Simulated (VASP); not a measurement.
ZnO:

```xyz
4
Lattice="3.2500 0.0000 0.0000 -1.6250 2.8146 0.0000 0.0000 0.0000 5.1810" Properties=species:S:1:pos:R:3 pbc="T T T"
Zn    0.0000    1.8764   -0.0057
Zn    1.6250    0.9382    2.5848
O     0.0000    1.8764    1.9745
O     1.6250    0.9382    4.5650
```

The cell was built by a generator and needn't be a form met in nature.

Base run:

| Item | Value |
| --- | --- |
| Program | VASP 6.6.1 |
| Functional | PBEsol |
| Potentials or basis | VASP PAW PBE potentials, release 64 (Zn, O) |
| Cutoff | 520 eV |
| k mesh | 6 × 6 × 4 |
| Occupations | gaussian, width 0.01 eV |
| Spin | no spin polarisation |

Its results: band gap on the k mesh 0.70 eV, direct; pressure 0.0 GPa.

Problem. The run is repeated on the same cell with these changes: functional from PBEsol to r2SCAN. What comes out?

Solution. Band gap on the k mesh 1.24 eV, direct; pressure 0.5 GPa.

r2SCAN gives the wider gap, since meta-GGAs in the generalised Kohn-Sham scheme recover part of the derivative discontinuity.

Caveats: the PAW data sets were made with another functional, which shifts forces and pressure a little.

A k mesh can miss the band edges.

Not every run made on this cell is shown here.
